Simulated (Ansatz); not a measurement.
# PbF₂ (fluorite structure)

Computed with Ansatz (plane waves, PAW, 420 eV cutoff): PBE with spin–orbit coupling, two-component spinors, Γ-centred 8×8×8 mesh, 0.05 eV Gaussian smearing; PAW files: Ansatz's generated set soft_2.

```
Pb F
1.0
     0.00000    2.99897    2.99897
     2.99897    0.00000    2.99897
     2.99897    2.99897    0.00000
Pb F
1 2
Direct
  0.00000 0.00000 0.00000
  0.25000 0.25000 0.25000
  0.75000 0.75000 0.75000
```

The start was a prototype's sites filled with these elements; the Crystallography Open Database holds the compound in this structure.

The cell has space group Fm-3m (read at 0.01 Å). In it the stress is 0.00, 0.00, 0.00, 0.00, 0.00, 0.00 GPa and the largest force component 0.000 eV/Å. Each change below starts from this cell, without further relaxation. Stress is in GPa, positive in compression, in the order xx, yy, zz, yz, xz, xy; energies are counted from the cell above.

Question: What happens when atom 2 (F) is moved by 0.08 Å along x?

Answer: The energy changes by 6.9 meV per cell, and the force on it along the shift is -0.173 eV/Å (−F/u = 2.16 eV/Å²). Stress: 0.13, 0.06, 0.06, -0.50, 0.00, 0.00. The gap on the mesh goes from 4.04 eV to 3.99 eV.
```tsv
atom	Fx (eV/Å)	Fy	Fz
Pb1	0.035	0.000	0.000
F2	-0.173	0.000	0.000
F3	0.138	0.000	0.000
```
In a harmonic crystal the energy would rise by −½F·u = ½ × 2.16 × 0.08² eV = 6.9 meV, which matches.

Question: A single strain component, atoms carried along, gave the stress 0.01, 0.01, 0.01, 0.00, 0.00, 0.26. Which component, and about how large?

Answer: An engineering strain of -1 % in xy; the energy changes by 0.4 meV per cell.

Kohn–Sham gaps of semilocal functionals lie under measured ones, often by a third or more.
